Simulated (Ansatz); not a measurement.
# Al2Pt: the cost of one run

Program: Ansatz 0.2.0. Level of theory: DFT PBE, scalar-relativistic, plane waves, PAW. These are calculated values, not measurements.

### Step 1. The starting structure

Symmetry: P4/nmm, No. 129, tetragonal system. Conventional cell: a = 4.245 Å, b = 4.245 Å, c = 5.723 Å, α = 90.00°, β = 90.00°, γ = 90.00°. Al (site symmetry -4m2) is surrounded by 4 Pt at 2.73 Å and 6 Al at 2.86 to 3.00 Å. Around Al (site symmetry -4m2) lie 4 Pt at 2.41 Å. Pt (site symmetry 4mm) is surrounded by 8 Al at 2.41 to 2.73 Å.

Structure file:

```cif
data_structure
_symmetry_space_group_name_H-M 'P 1'
_symmetry_Int_Tables_number 1
_cell_length_a 4.2451
_cell_length_b 4.2451
_cell_length_c 5.7231
_cell_angle_alpha 90.000
_cell_angle_beta 90.000
_cell_angle_gamma 90.000
_cell_volume 103.13
loop_
_atom_site_label
_atom_site_type_symbol
_atom_site_fract_x
_atom_site_fract_y
_atom_site_fract_z
_atom_site_occupancy
Al1 Al 0.50000 0.50000 0.00000 1
Al2 Al 0.00000 0.00000 0.50000 1
Al3 Al 0.50000 0.50000 0.50000 1
Al4 Al 0.00000 0.00000 0.00000 1
Pt1 Pt 0.50000 0.00000 0.69924 1
Pt2 Pt 0.00000 0.50000 0.30076 1
```

The guess is a distorted database cell: Al2Pt type (Fm-3m) distorted into a subgroup (P4/nmm, No. 129).

### Step 2. The guess as it stands, on a coarse mesh

The input, input.yaml:

```yaml
crystal:
  lattice:
    - [4.24508464, 0.0, 0.0]
    - [0.0, 4.24508464, 0.0]
    - [0.0, 0.0, 5.723087]
  atoms:
    - { symbol: Al, position: [0.5, 0.5, 0.0] }
    - { symbol: Al, position: [0.0, 0.0, 0.5] }
    - { symbol: Al, position: [0.5, 0.5, 0.5] }
    - { symbol: Al, position: [0.0, 0.0, 0.0] }
    - { symbol: Pt, position: [0.5, 0.0, 0.69923858] }
    - { symbol: Pt, position: [0.0, 0.5, 0.30076142] }
basis:
  ecutwfc: 420
kpoints:
  mp_grid: { grid: [4, 4, 4] }
hamiltonian:
  xc: pbe
scf:
  occupations: { method: gaussian, width: 0.1 }
  lower_state_search: "off"
output:
  forces: true
  stress: true
  eigenvalues: true
```

Run with:

```sh
> ansatz run input.yaml --threads 1 --pin off --max-ram 2560MiB --backend cpu --events-out ev --progress --plain --runs-dir out
```

**Question.** How long does this run take on 1 thread of Intel Xeon at 2.50GHz (Skylake/Cascade Lake), shared host, and how much memory does it need?

About 5.2 s, with a peak of 0.38 GiB.
